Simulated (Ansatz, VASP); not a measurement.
## One calculation of Ti, two programs

```
CELL_PARAMETERS angstrom
2.86422 0.00000 0.00000
-1.43211 2.48049 0.00000
0.00000 0.00000 4.53584
ATOMIC_POSITIONS crystal
Ti 0.33333 0.66667 0.25000
Ti 0.66667 0.33333 0.75000
```

Alike in both runs: functional LDA; k mesh 18 × 18 × 10; occupations fermi-dirac, width 0.08 eV; no spin polarisation.

Ansatz relaxed the structure, and its values are those at the end. VASP's run is a single point on that final structure, the one shown.

```csv
,VASP,Ansatz
version,VASP 6.6.1,Ansatz 0.2.0
potentials or method,"VASP PAW LDA potentials, release 64 (Ti_sv)","PAW with Ansatz's default frozen-core files, scalar-relativistic"
plane-wave cutoff (eV),520,420
valence electrons in the cell,24,24
```

```csv
,VASP,Ansatz,Ansatz less VASP
pressure (GPa),-0.2,0.0,+0.18
```
